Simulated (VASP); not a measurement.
# Ca (P6_3/mmc) in VASP: single point with r2SCAN

Aim: the single point of Ca with r2SCAN.

Everything below comes from runs of VASP 6.6.1. Logs are shortened: lines on timing, memory, paths and dates and some standing lists are left out, and cuts for length are marked.

### Step 1. Starting point

Symmetry: P6_3/mmc, No. 194, hexagonal system. The conventional cell has a = 3.980 Å, b = 3.980 Å, c = 6.520 Å, α = 90.00°, β = 90.00°, γ = 120.00°. Ca (site symmetry -6m2) has 12 Ca at 3.98 to 3.99 Å as nearest neighbours.

This isn't the form of Ca at room conditions, which is fcc.

### Step 2. Single point, r2SCAN

INCAR

```
SYSTEM = Ca
  ALGO = Normal
  EDIFF = 1E-6
  ENCUT = 520
  ISIF = 2
  ISMEAR = -1
  LASPH = .TRUE.
  LCHARG = .FALSE.
  LMIXTAU = .TRUE.
  LREAL = .FALSE.
  LWAVE = .FALSE.
  METAGGA = R2SCAN
  NELM = 60
  PREC = Accurate
  SIGMA = 0.05
```

KPOINTS

```
k-points
0
G
  8 8 4
  0 0 0
```

POSCAR

```
Ca
1.0
    3.9800000000      0.0000000000      0.0000000000
   -1.9900000000      3.4467811071      0.0000000000
    0.0000000000      0.0000000000      6.5200000000
Ca
2
Direct
    0.6666666667      0.3333333333      0.7500000000
    0.3333333333      0.6666666667      0.2500000000
```

Potentials or basis: VASP PAW PBE potentials, release 64 (Ca_sv).

The run is started by

```sh
cat potpaw_PBE.64/Ca_sv/POTCAR > POTCAR
mpirun -np 1 vasp_std > vasp.out
```

OUTCAR:

```text
SYSTEM = Ca
   EDIFF = 1E-6
   ENCUT = 520
   ISIF = 2
   ISMEAR = -1
   LASPH = .TRUE.
   LREAL = .FALSE.
   METAGGA = R2SCAN
   NELM = 60
   PREC = Accurate

 ion  position               nearest neighbor table
   1  0.667  0.333  0.750-
   2  0.333  0.667  0.250-

  LATTYP: Found a hexagonal cell.
 ALAT       =     3.9800000000
 C/A-ratio  =     1.6381909548

  Lattice vectors:

 A1 = (   3.9800000000,   0.0000000000,   0.0000000000)
 A2 = (  -1.9900000000,   3.4467811071,   0.0000000000)
 A3 = (   0.0000000000,   0.0000000000,   6.5200000000)

Analysis of symmetry for initial positions (statically):
=====================================================================
 Subroutine PRICEL returns:
 Original cell was already a primitive cell.

 Routine SETGRP: Setting up the symmetry group for a
 hexagonal supercell.

 Subroutine GETGRP returns: Found 24 space group operations
 (whereof 12 operations were pure point group operations)
 out of a pool of 24 trial point group operations.

The static configuration has the point symmetry D_3d.
 The point group associated with its full space group is D_6h.

Analysis of symmetry for dynamics (positions and initial velocities):
=====================================================================
 Subroutine PRICEL returns:
 Original cell was already a primitive cell.

 Routine SETGRP: Setting up the symmetry group for a
 hexagonal supercell.

 Subroutine GETGRP returns: Found 24 space group operations
 (whereof 12 operations were pure point group operations)
 out of a pool of 24 trial point group operations.

The dynamic configuration has the point symmetry D_3d.
 The point group associated with its full space group is D_6h.

 Subroutine INISYM returns: Found 24 space group operations
 (whereof 12 operations are pure point group operations),
 and found     1 'primitive' translations

----------------------------------------------------------------------------------------

                                     Primitive cell

  volume of cell :      89.4426

  direct lattice vectors                    reciprocal lattice vectors
     3.980000000  0.000000000  0.000000000     0.251256281  0.145062882  0.000000000
    -1.990000000  3.446781107  0.000000000     0.000000000  0.290125763  0.000000000
     0.000000000  0.000000000  6.520000000     0.000000000  0.000000000  0.153374233

  length of vectors
     3.980000000  3.980000000  6.520000000     0.290125763  0.290125763  0.153374233

  position of ions in fractional coordinates (direct lattice)
     0.666666667  0.333333333  0.750000000
     0.333333333  0.666666667  0.250000000

[... 90 lines left out ...]
   EFERMI =   0.00;   METHOD = LEGACY
   ISMEAR =    -1;   SIGMA  =   0.05  broadening in eV -4-tet -1-fermi 0-gaus
   EFERMI_NEDOS =   21; number of points for ismear=-14 and -15
   IALGO  =     38    algorithm
   IMIX   =      4    mixing-type and parameters
     AMIX     =   0.40;   BMIX     =  1.00
     AMIX_MAG =   1.60;   BMIX_MAG =  1.00
  volume/ion in A,a.u.               =      44.72       301.79
  Fermi-wavevector in a.u.,A,eV,Ry     =   0.993657  1.877740 13.433783  0.987355
  Thomas-Fermi vector in A             =   2.125555
   LORBIT       =      0    0 simple, 1 ext, 2 COOP (PROOUT), +10 PAW based schemes
   METAGGA = R2SCAN    functional components
   LHFCALC =     F    Hartree Fock is set to
   AEXX    =    0.0000 exact exchange contribution
   IVDW    =     0    specifies the selected vdW correction
   LEPSILON=     F    determine dielectric tensor
   LRPA    =     F    only Hartree local field effects (RPA)
 non-spin polarized calculation
  energy-cutoff  :      520.00
  volume of cell :       89.44
 maximum number of plane-waves:      2436
 NGX is ok and might be reduce to    30

 number of electron      20.0000007 magnetization

 Free energy of the ion-electron system (eV)
  ---------------------------------------------------
  ext. energy  EPLUGINS =         0.00000000
  ---------------------------------------------------
  free energy    TOTEN  =       -14.05956911 eV

  energy without entropy =      -14.04281078  energy(sigma->0) =      -14.05118995

 E-fermi :   1.8017     XC(G=0):  -8.0332

 val. band max:        1.7610999510   @ k =   0.3750   0.2500   0.5000
 cond. band min:       1.8041698445   @ k =   0.5000  -0.0000   0.5000
 fundamental gap:      0.0430698935
 Fermi energy:         1.8016996712

 k-point     1 :       0.0000    0.0000    0.0000
  band No.  band energies     occupation
      1     -42.1331      2.00000
      2     -42.1223      2.00000
      3     -22.2795      2.00000
      4     -22.1864      2.00000
      5     -22.1864      2.00000
      6     -22.1704      2.00000
      7     -22.1703      2.00000
      8     -22.1617      2.00000
      9      -2.4160      2.00000
     10       0.8307      2.00000
     11       1.4331      1.99874
     12       4.3657      0.00000
     13       4.3759      0.00000
     14       4.3760      0.00000
[... 377 lines left out ...]
      1     -42.1213      2.00000
      2     -42.1213      2.00000
      3     -22.2706      2.00000
      4     -22.2706      2.00000
      5     -22.1971      2.00000
      6     -22.1971      2.00000
      7     -22.1956      2.00000
      8     -22.1956      2.00000
      9       0.3888      2.00000
     10       0.3888      2.00000
     11       2.5040      0.00000
     12       2.5040      0.00000
     13       3.5494      0.00000
     14       3.5494      0.00000

 [... further k-points ...]

------------------------ aborting loop because EDIFF is reached ----------------------------------------

  FORCE on cell =-STRESS in cart. coord.  units (eV):
  Direction    XX          YY          ZZ          XY          YZ          ZX
  --------------------------------------------------------------------------------------
  -------------------------------------------------------------------------------------
  Total       -0.3058844     -0.3058844     -0.1691786      0.0000000      0.0000000     -0.0000000
  in kB       -5.4792811     -5.4792811     -3.0304822      0.0000000      0.0000000     -0.0000000
  external PRESSURE =      -4.6630148 kB  Pullay stress =       0.0000000 kB

 VOLUME and BASIS-vectors are now :
 -----------------------------------------------------------------------------
  energy-cutoff  :      520.00
  volume of cell :       89.44
      direct lattice vectors                 reciprocal lattice vectors
     3.980000000  0.000000000  0.000000000     0.251256281  0.145062882  0.000000000
    -1.990000000  3.446781107  0.000000000     0.000000000  0.290125763  0.000000000
     0.000000000  0.000000000  6.520000000     0.000000000  0.000000000  0.153374233

 POSITION                                       TOTAL-FORCE (eV/Angst)
 -----------------------------------------------------------------------------------
      1.99000      1.14893      4.89000         0.000000      0.000000      0.000000
     -0.00000      2.29785      1.63000        -0.000000      0.000000      0.000000
 -----------------------------------------------------------------------------------
    total drift:                                0.000000     -0.000000      0.000000

  FREE ENERGIE OF THE ION-ELECTRON SYSTEM (eV)
  ---------------------------------------------------
  free  energy   TOTEN  =       -14.0595691112 eV

  energy  without entropy=      -14.0428107826  energy(sigma->0) =      -14.05118995
```

Wall time 4.1 min (1 thread of Intel Xeon Platinum 8488C (Sapphire Rapids), shared host); peak memory 0.21 GiB.

What came out:

```
Free energy            : -14.0596 eV
Pressure               : -0.5 GPa
Band gap on the k mesh : none (metal or under the smearing width)
```

Levels at points of the mesh, in eV from the Fermi level:
```
           k point  band 6  band 7  band 8  band 9  band 10  band 11  band 12  band 13  band 14
(0.00, 0.00, 0.00)  -23.97  -23.97  -23.96   -4.22    -0.97    -0.37     2.56     2.57     2.57
(0.50, 0.00, 0.00)  -24.02  -23.99  -23.99   -1.12    -0.80     0.35     0.54     1.48     2.08
(0.00, 0.00, 0.50)  -23.98  -23.98  -23.98   -3.19    -3.19     1.59     1.59     2.57     2.57
(0.50, 0.00, 0.50)  -24.00  -24.00  -24.00   -0.61    -0.61     0.00     0.00     1.68     1.68
```

Caveat: the PAW data sets were made with another functional, which shifts forces and pressure a little.
